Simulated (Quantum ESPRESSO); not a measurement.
# Sn under changes of volume

One of the cells (33.803 Å³/atom); the others are scaled copies at fixed shape and fractional positions:

```
Sn
1.0
     0.00000    3.23334    3.23334
     3.23334    0.00000    3.23334
     3.23334    3.23334    0.00000
Sn
2
Direct
  0.75000 0.75000 0.75000
  0.50000 0.50000 0.50000
```

This isn't the form of Sn at room conditions, which is tetragonal (white tin).

- Program: Quantum ESPRESSO 7.5
- Functional: Q2D
- Potentials or basis: PseudoDojo 0.4.1 SR PBE standard
- Cutoff: 980 eV
- Density cutoff: 3918 eV
- k mesh: 7 × 7 × 7
- Occupations: fermi-dirac, width 0.05 eV
- Spin: no spin polarisation

| volume (Å³/atom) | energy over the lowest point (meV/atom) | pressure (GPa) |
| --- | --- | --- |
| 31.775 | 25.30 | 3.8 |
| 32.451 | 11.90 | 2.5 |
| 33.127 | 3.66 | 1.4 |
| 33.803 | 0.00 | 0.4 |
| 34.479 | 0.40 | -0.5 |
| 35.155 | 4.37 | -1.3 |
| 35.831 | ? | ? |

Q: What does the run at 35.831 Å³/atom give?

A: Energy over the lowest point 11.44 meV/atom; pressure -2.0 GPa.

Worked out: A Birch-Murnaghan fit of order 3 (a polynomial in V^(-2/3)) to the other rows has its minimum at 34.07 Å³/atom with B0 = V·E''(V) = 46 GPa and B' = 5.1. It gives 11.52 meV/atom at 35.831 Å³/atom, against the run's 11.44, and -dE/dV = -2.0 GPa, against -2.0.

Energies are extrapolated to zero smearing.

Caveats: the potentials were made for another functional, which shifts forces and pressure.
